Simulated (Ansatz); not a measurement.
SiO2:

```
Si O
1.0
     4.97559    0.00000    0.00000
     0.00000    4.97559    0.00000
     0.00000    0.00000    6.90089
Si O
4 8
Direct
  0.80325 0.80325 0.50000
  0.69675 0.30325 0.25000
  0.30325 0.69675 0.75000
  0.19675 0.19675 0.00000
  0.76176 0.11039 0.43204
  0.88961 0.23824 0.06796
  0.11039 0.76176 0.56796
  0.26176 0.38961 0.81796
  0.23824 0.88961 0.93204
  0.73824 0.61039 0.31796
  0.38961 0.26176 0.18204
  0.61039 0.73824 0.68204
```

The cell comes from a database or a generator and needn't be the stable form of this composition.

```yaml
Program: Ansatz 0.2.0
Task: single point
Functional: PBE
Potentials_or_basis: all-electron LAPW, scalar-relativistic
Cutoff: 555 eV (chosen from the basis error)
Basis_error_allowed: 0.001 eV/atom
k_mesh: 6 × 6 × 4
Occupations: fermi-dirac, width 0.05 eV
Spin: no spin polarisation
```

On this cell: pressure 4.8 GPa; largest force 0.278 eV/Å; band gap on the k mesh 5.74 eV, direct.

The same run follows on a disturbed copy (atoms moved at random, drawn with an rms of 0.05 Å):

```xyz
12
Lattice="4.9756 0.0000 0.0000 0.0000 4.9756 0.0000 0.0000 0.0000 6.9009" Properties=species:S:1:pos:R:3 pbc="T T T"
Si    4.0339    4.0270    3.4583
Si    3.4259    1.5145    1.7291
Si    1.5007    3.4707    5.1790
Si    0.9710    0.9738    0.0247
O     3.8289    0.5474    2.9893
O     4.3890    1.1779    0.4556
O     0.5949    3.8075    3.8999
O     1.3201    1.8621    5.6316
O     1.1729    4.3869    6.4250
O     3.6245    3.0834    2.2431
O     1.9648    1.2837    1.2638
O     3.0822    3.7003    4.6900
```

What changes?

The energy moves by +27.8 meV/atom; pressure 3.6 GPa; largest force 3.405 eV/Å; band gap on the k mesh 5.61 eV, direct.

Forces on the atoms (eV/Å):
```
Si   0.005 -0.569  0.273
Si   2.888  0.999  1.502
Si   1.819 -1.601 -0.711
Si  -0.425 -0.828 -0.549
O   -0.219  1.877 -0.723
O    0.471  0.116  0.083
O    0.066 -0.089 -0.329
O    0.257  1.708 -0.689
O   -0.369  1.119  1.530
O   -0.223 -1.944 -1.705
O   -2.541 -0.302 -0.445
O   -1.730 -0.486  1.761
```

Stress tensor (GPa, compression positive):
```
 4.38 -0.07  1.50
-0.07  0.59  0.39
 1.50  0.39  5.96
```

A k mesh can miss the band edges.
